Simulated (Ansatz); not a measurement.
# CdO: strain energy, fitted

CdO, Fm-3m, a = 4.706 Å. Ansatz: r2SCAN, PAW, 500 eV, Γ-centred 16×16×12 mesh on 4 atoms, Gaussian smearing 0.10 eV; no spin polarisation. Series: equal strain along all axes, cell held, atoms fixed by symmetry; x is the strain in per cent. y is the free energy over the unstrained cell, V0 = 13.028 Å³/atom.

```tsv
x (%)	y (meV/atom)
-6.0	246.30
-4.0	101.12
-2.0	23.38
0.0	0.00
2.0	20.25
4.0	?
```

Fit y = c2 x² + c3 x³ to the other rows, turn c2 into a modulus, and predict the missing energy.

Least squares on the rows shown. y = 5.3914 x² − 0.24083 x³. In eV per unit strain² c2 is 53.91; the stiffness is B for this strain (E = 9/2 B V0 ε², shape held): 2 × 53.91 × 160.2 / (9 × 13.028) = 147 GPa. At x = 4.0 the fit asked for gives 70.85 meV/atom. The run gave 75.28 meV/atom, so the fit is 4.43 meV/atom too low, 1.8 % of the span of the series, against an rms of 0.43 meV/atom on the fitted rows. The row lies outside the fitted range. With a term in x⁴ added, a fit to the same known rows predicts 75.92 meV/atom, so most of the miss is curvature that the known rows already hold.

Cost: 6 runs of about 10 core-minutes in all, on Arm Neoverse N1 (shared hosts).